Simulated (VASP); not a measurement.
**BaTiO$_{3}$ in VASP 6.6.1, single-point calculation**

INCAR

```
NSW = 0
SIGMA = 0.05
IBRION = -1
ENCUT = 520
EDIFF = 1E-7
ISIF = 2
NELM = 120
GGA = PE
ISMEAR = -4
LWAVE = .FALSE.
LASPH = .TRUE.
PREC = Accurate
NBANDS = 28
LCHARG = .FALSE.
LREAL = .FALSE.
```

KPOINTS

```
KPOINTS created by Atomic Simulation Environment
0
Gamma
6 6 6
0 0 0
```

POSCAR

```
Ba Ti O
 1.0000000000000000
     4.0340374855999999    0.0000000000000000    0.0000000000000000
     0.0000000000000000    4.0340374855999999    0.0000000000000000
     0.0000000000000000    0.0000000000000000    4.0340374855999999
 Ba  Ti  O
   1   1   3
Cartesian
  0.0000000000000000  0.0000000000000000  0.0000000000000000
  2.0170187427999999  2.0170187427999999  2.0170187427999999
  2.0170187427999999  2.0170187427999999  0.0000000000000000
  2.0170187427999999  0.0000000000000000  2.0170187427999999
  0.0000000000000000  2.0170187427999999  2.0170187427999999
```

The recommended PBE PAW datasets give the neutral cell 40 valence electrons.

Command

```
mpirun -np 1 vasp_std
```

OSZICAR

```
N       E                     dE             d eps       ncg     rms          rms(c)
DAV:   1     0.433413922581E+03    0.43341E+03   -0.20734E+04  1120   0.154E+03
DAV:   2    -0.483564313762E+01   -0.43825E+03   -0.41875E+03  1304   0.425E+02
DAV:   3    -0.489276041170E+02   -0.44092E+02   -0.43663E+02  1572   0.134E+02
DAV:   4    -0.510255790666E+02   -0.20980E+01   -0.20936E+01  1636   0.245E+01
DAV:   5    -0.511010062813E+02   -0.75427E-01   -0.75411E-01  1556   0.348E+00    0.224E+01
DAV:   6    -0.402567715485E+02    0.10844E+02   -0.58256E+01  1572   0.649E+01    0.991E+00
DAV:   7    -0.401785216452E+02    0.78250E-01   -0.10512E+01  1468   0.233E+01    0.642E+00
DAV:   8    -0.399903278695E+02    0.18819E+00   -0.61025E-01  1348   0.664E+00    0.355E+00
DAV:   9    -0.400238234837E+02   -0.33496E-01   -0.44552E-01  1572   0.578E+00    0.179E+00
DAV:  10    -0.399908685957E+02    0.32955E-01   -0.21567E-01  1332   0.459E+00    0.598E-01
DAV:  11    -0.399855025913E+02    0.53660E-02   -0.24742E-02  1376   0.996E-01    0.180E-01
DAV:  12    -0.399857576695E+02   -0.25508E-03   -0.31577E-03  1340   0.527E-01    0.152E-01
DAV:  13    -0.399854304344E+02    0.32724E-03   -0.99582E-04  1324   0.326E-01    0.323E-02
DAV:  14    -0.399854274926E+02    0.29418E-05   -0.38495E-05  1480   0.429E-02    0.138E-02
DAV:  15    -0.399854283314E+02   -0.83878E-06   -0.73421E-06  1296   0.176E-02    0.567E-03
DAV:  16    -0.399854280614E+02    0.26996E-06   -0.31735E-06  1588   0.154E-02    0.256E-03
DAV:  17    -0.399854280619E+02   -0.52614E-09   -0.15779E-07  1032   0.288E-03
   1 F= -.39985428E+02 E0= -.39985428E+02  d E =0.000000E+00
```

From OUTCAR

```
k-points           NKPTS =     20   k-points in BZ     NKDIM =     20   number of bands    NBANDS=     28

   NELECT =      40.0000    total number of electrons

   dimension x,y,z NGX =    30 NGY =   30 NGZ =   30
   dimension x,y,z NGXF=    60 NGYF=   60 NGZF=   60

  energy-cutoff  :      520.00
  volume of cell :       65.65
      direct lattice vectors                 reciprocal lattice vectors
     4.034037486  0.000000000  0.000000000     0.247890607  0.000000000  0.000000000
     0.000000000  4.034037486  0.000000000     0.000000000  0.247890607  0.000000000
     0.000000000  0.000000000  4.034037486     0.000000000  0.000000000  0.247890607

 k-points in reciprocal lattice and weights: KPOINTS created by Atomic Simulation Env
   0.00000000  0.00000000  0.00000000       0.005
   0.16666667  0.00000000  0.00000000       0.028
   0.33333333  0.00000000  0.00000000       0.028
   0.50000000  0.00000000  0.00000000       0.014
   0.16666667  0.16666667  0.00000000       0.056
   0.33333333  0.16666667  0.00000000       0.111
   0.50000000  0.16666667  0.00000000       0.056
   0.33333333  0.33333333  0.00000000       0.056
   ...

 E-fermi :   3.8207

 k-point     1 :       0.0000    0.0000    0.0000
  band No.  band energies     occupation
      1     -53.0835      2.00000
      2     -29.2820      2.00000
      3     -29.2820      2.00000
      4     -29.2820      2.00000
      5     -21.2161      2.00000
      6     -13.1845      2.00000
      7     -12.5033      2.00000
      8     -12.5033      2.00000
      9      -6.3877      2.00000
     10      -6.3877      2.00000
     11      -6.3877      2.00000
     12       1.3437      2.00000
     13       1.3437      2.00000
     14       1.3437      2.00000
     15       2.6000      2.00000
     16       2.6000      2.00000
     17       2.6000      2.00000
     18       3.4874      2.00000
     19       3.4874      2.00000
     20       3.4874      2.00000
     21       5.3507      0.00000
     22       5.3507      0.00000
     23       5.3507      0.00000
     24       7.3963      0.00000
     25       7.3963      0.00000
     26       8.6784      0.00000
     27       8.6784      0.00000
     28      10.7815      0.00000

 k-point     2 :       0.1667    0.0000    0.0000
  band No.  band energies     occupation
      1     -53.0832      2.00000
      2     -29.2936      2.00000
      3     -29.2816      2.00000
      4     -29.2816      2.00000
      5     -21.1903      2.00000
      6     -13.1973      2.00000
      7     -12.4948      2.00000
      8     -12.4816      2.00000
      9      -6.3503      2.00000
     10      -6.3503      2.00000
     11      -6.2926      2.00000
     12       0.9245      2.00000
     13       1.2736      2.00000
     14       1.2736      2.00000
     15       2.3172      2.00000
     16       2.3172      2.00000
     17       2.3717      2.00000
     18       2.8741      2.00000
     19       3.3099      2.00000
     20       3.3099      2.00000
     21       5.3867      0.00000
     22       5.8530      0.00000
     23       5.8530      0.00000
     24       7.3978      0.00000
     25       8.0671      0.00000
     26       9.1624      0.00000
     27       9.1967      0.00000
     28      11.4296      0.00000

 ...

  Total       -0.0433465     -0.0433465     -0.0433465      0.0000000      0.0000000      0.0000000
  in kB       -1.0579003     -1.0579003     -1.0579003      0.0000000      0.0000000      0.0000000
  external PRESSURE =      -1.0579003 kB  Pullay stress =       0.0000000 kB

 POSITION                                       TOTAL-FORCE (eV/Angst)
 -----------------------------------------------------------------------------------
      0.00000      0.00000      0.00000         0.000000      0.000000      0.000000
      2.01702      2.01702      2.01702         0.000000      0.000000      0.000000
      2.01702      2.01702      0.00000         0.000000      0.000000      0.000000
      2.01702      0.00000      2.01702         0.000000      0.000000      0.000000
      0.00000      2.01702      2.01702         0.000000      0.000000      0.000000
 -----------------------------------------------------------------------------------
    total drift:                                0.000000      0.000000     -0.000000

  FREE ENERGIE OF THE ION-ELECTRON SYSTEM (eV)
  ---------------------------------------------------
  free  energy   TOTEN  =       -39.9854280619 eV

  energy  without entropy=      -39.9854280619  energy(sigma->0) =      -39.98542806
```

It converged. Results: gap between bands v and c on the k mesh 1.70 eV; least direct gap on the k mesh 1.86 eV; pressure -0.1 GPa. Band v is the last that the valence electrons fill when counted band by band, and c is the next.

For comparison, a separate PBE run of the intended cell, on usual settings and not on those above, gives a gap of 1.70 eV on its mesh and a pressure of -0.1 GPa.

The run above took about 31 s on one core of a shared host (Intel Xeon Platinum 8488C) and held 0.19 GiB at most.
